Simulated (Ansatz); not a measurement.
# ZrN: enthalpy against pressure

ZrN, Fm-3m, a = 4.595 Å. Ansatz: PBE, PAW, 420 eV, Γ-centred 16×16×16 mesh on 2 atoms, Gaussian smearing 0.10 eV; no spin polarisation. Cell and atoms are relaxed at each pressure, and no other structure is tried, so the rows at high pressure may lie past a change of phase. y is the enthalpy over the state at zero pressure; there V0 = 12.124 Å³/atom. The pressures are the targets, met within 0.03 GPa.

```tsv
P (GPa)	y (eV/atom)
-1.0	-0.0758
0.0	0.0000
1.0	0.0755
4.0	0.3003
12.0	?
25.0	1.8105
50.0	3.4949
90.0	6.0065
```

Fit y = c1 P + c2 P² + c3 P³ to the other rows, say what c1 and c2 mean, and predict the missing value.

Least squares on the rows shown. y = 0.075405 P − 0.00012756 P² + 3.4752×10⁻⁷ P³. Since dH/dP = V, c1 is V0: 0.075405 eV/GPa × 160.2 = 12.080 Å³ against 12.124; c2 = −V0/(2B0) gives B0 = 296 GPa, where a Birch–Murnaghan fit to the volumes of the same runs (not shown) gives 250 GPa: a cubic over this range folds the higher terms into c2. At P = 12.0 the fit asked for gives 0.8871 eV/atom. The run gave 0.8879 eV/atom, so the fit is 0.0008 eV/atom too low, 0.013 % of the span of the series, against an rms of 0.0003 eV/atom on the fitted rows. With a term in P⁴ added, a fit to the same known rows predicts 0.8879 eV/atom, so most of the miss is curvature that the known rows already hold.

The cell has an odd number of electrons and ran without spin polarisation, so a magnetic or disproportionated state may lie lower.